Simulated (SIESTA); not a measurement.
## Ir under changes of volume

One of the cells (14.059 Å³/atom); the others are scaled copies at fixed shape and fractional positions:

```
Ir
1.0
     0.00000    1.91560    1.91560
     1.91560    0.00000    1.91560
     1.91560    1.91560    0.00000
Ir
1
Direct
  0.00000 0.00000 0.00000
```

```yaml
Program: SIESTA 5.4.2
Functional: LDA
Potentials_or_basis: PseudoDojo 0.4 standard (LDA files)
Basis: DZP (energy shift 0.003 Ry; two zetas on semicore shells)
Grid_cutoff: 800 Ry
Energy_shift: 0.003 Ry
k_mesh: 12 × 12 × 12
Occupations: fermi-dirac, width 0.05 eV
Spin: no spin polarisation
```

| volume (Å³/atom) | energy over the lowest point (meV/atom) | pressure (GPa) |
| --- | --- | --- |
| 13.215 | 52.98 | 24.9 |
| 13.496 | ? | ? |
| 13.778 | 1.73 | 5.0 |
| 14.059 | 0.00 | -3.0 |
| 14.340 | 11.89 | -10.1 |
| 14.621 | 35.53 | -16.6 |
| 14.902 | 69.74 | -22.1 |

What does the run at 13.496 Å³/atom give?

Energy over the lowest point 18.66 meV/atom; pressure 14.7 GPa.

Worked out: A Birch-Murnaghan fit of order 3 (a polynomial in V^(-2/3)) to the other rows has its minimum at 13.95 Å³/atom with B0 = V·E''(V) = 400 GPa and B' = 5.2. It gives 18.72 meV/atom at 13.496 Å³/atom, against the run's 18.66, and -dE/dV = 14.4 GPa, against 14.7.

Energies are extrapolated to zero smearing.

Caveats: short orbitals over semicore shells can move pressures by several GPa; the basis of atomic orbitals isn't converged, which shifts pressures, moduli and gaps.
